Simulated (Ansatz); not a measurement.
Runs of Ansatz 0.2.0 on Ge. Symmetry: Fd-3m, No. 227, cubic system. Conventional cell: a = 5.658 Å, b = 5.658 Å, c = 5.658 Å, α = 90.00°, β = 90.00°, γ = 90.00°. Ge (site symmetry -43m) is surrounded by 4 Ge at 2.45 Å. 

```csv
task,level,potentials or basis,spin,cell,cutoff (eV),smearing,gap on the mesh (eV),pressure (GPa),moment (μB)
single point,PBE,Ansatz PAW,off,as given,420,fermi-dirac 0.05 eV,none,(a),-
electrostatic potential,BLYP,Ansatz PAW,"non-collinear, antiferromagnetic start, SOC",as given,420,methfessel-paxton 0.1 eV,none,7.3,0.00
electrostatic potential,PBE+D3(BJ),PseudoDojo standard (PBE files),"non-collinear, ferrimagnetic start, SOC",as given,1061,fermi-dirac 0.1 eV,none,1.7,0.00
single point,PBE,Ansatz PAW,off,"atoms moved at random, drawn with an rms of 0.05 Å",420,fermi-dirac 0.05 eV,none,3.8,-
```

Alike in all rows: k mesh 8 × 8 × 8.

Estimate the missing entries.

(a) 3.6.

Caveats: this crystal is a semiconductor, whose small gap the functional closes, so the metal is an error of the method (some runs); the starting moments weren't kept (some runs); the thresholds are loose for stress (some runs); the PAW data sets come from PBE, with cores solved anew for the run's functional, which leaves a small shift of forces and pressure (some runs); pairwise dispersion overbinds metals, which lowers pressure and volume (some runs).

A k mesh can miss the band edges, and rows without SOC leave out spin-orbit coupling on Ge.

A gap of «none» marks a metal or a gap under the smearing width.
